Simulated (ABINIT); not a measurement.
KCl (Sylvite):

```
K Cl
1.0
     0.00000    3.14647    3.14647
     3.14647    0.00000    3.14647
     3.14647    3.14647    0.00000
K Cl
1 1
Direct
  0.00000 0.00000 0.00000
  0.50000 0.50000 0.50000
```

| Property | Result |
| --- | --- |
| Program | ABINIT 10.8.3 (patched build) |
| Task | single point |
| Functional | PBE |
| Potentials or basis | JTH PAW PBE v2.0 |
| Cutoff | 680 eV |
| k mesh | 7 × 7 × 7 |
| Occupations | fermi-dirac, width 0.05 eV |
| Spin | no spin polarisation |

On this cell: pressure 0.8 GPa; largest force zero by symmetry; band gap on the k mesh 5.19 eV, direct.

The same run follows on a disturbed copy (atoms moved at random, drawn with an rms of 0.05 Å):

```
CELL_PARAMETERS angstrom
0.00000 3.14647 3.14647
3.14647 0.00000 3.14647
3.14647 3.14647 0.00000
ATOMIC_POSITIONS crystal
K 0.98882 0.01186 0.99803
Cl 0.48303 0.50210 0.50564
```

Problem. What does the disturbed cell give?

Solution. The energy moves by +0.8 meV/atom; pressure 0.8 GPa; largest force 0.063 eV/Å; band gap on the k mesh 5.19 eV, direct.

Forces on the atoms (eV/Å):
```
K   -0.008  0.009 -0.062
Cl   0.008 -0.009  0.062
```

Caveats: an odd mesh through Γ misses points on the zone boundary, where band edges often lie.
